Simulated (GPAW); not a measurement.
Runs of GPAW 26.7.0 on Fe. The structure is cubic, space group Im-3m (No. 229). Conventional cell: a = 2.886 Å, b = 2.886 Å, c = 2.886 Å, α = 90.00°, β = 90.00°, γ = 90.00°. Fe (site symmetry m-3m) is surrounded by 8 Fe at 2.50 Å. 

| task | level | potentials or basis | U | k mesh | cutoff (eV) | maxiter | band path | band points | hybrids on these orbitals | other keys | mesh quality | gap on the mesh (eV) | pressure (GPa) | moment (μB) |
| --- | --- | --- | --- | --- | --- | --- | --- | --- | --- | --- | --- | --- | --- | --- |
| band structure | PBEsol | PAW data sets generated in the run's folder for this functional, pw | - | 10 × 10 × 10 | 600 | 150 | GHNGPH,PN | 60 | - | - | not flagged | - | -17.8 | 2.16 |
| band structure | LDA+U | the program's PAW data sets (release 1.2.1) made for this functional, pw | Fe d U = 4 eV | 10 × 10 × 10 | 600 | 150 | GHNGPH,PN | 60 | - | - | not flagged | - | (b) | 2.83 |
| single point | PBE | GPAW PAW data sets (gpaw-data 1.2.1), pw | - | 9 × 9 × 9 | 600 | 60 | - | - | - | several, not listed | not flagged | none | -8.4 | 2.23 |
| one-shot levels on a semilocal density | LDA | the program's PAW data sets (release 1.2.1) made for this functional, pw | - | 8 × 8 × 8 | 500 | 150 | - | - | ["HSE06", "PBE0", "B3LYP"] | - | coarse | none | -23.5 | 2.34 |
| band structure | LDA | the program's PAW data sets (release 1.2.1) made for this functional, pw | - | 10 × 10 × 10 | 600 | 150 | GHNGPH,PN | 60 | - | - | not flagged | - | (a) | 2.14 |

Alike in all rows: spin collinear, ferromagnetic start; cell as given; smearing fermi-dirac 0.05 eV.

Estimate the missing entries.

(a) -26.6; (b) -4.2.

Caveats: some runs use coarse meshes; so large a pressure means that the cell lies far from this level's equilibrium, or that cutoff or potentials fall short (some runs); the U is typed as a test and isn't derived for this compound (some runs); the cutoff is short for stress and forces, so pressures can be off by a GPa or more (some runs); one-shot exact exchange on a metal's smeared states is rough (some runs).

A gap of «none» marks a metal or a gap under the smearing width.
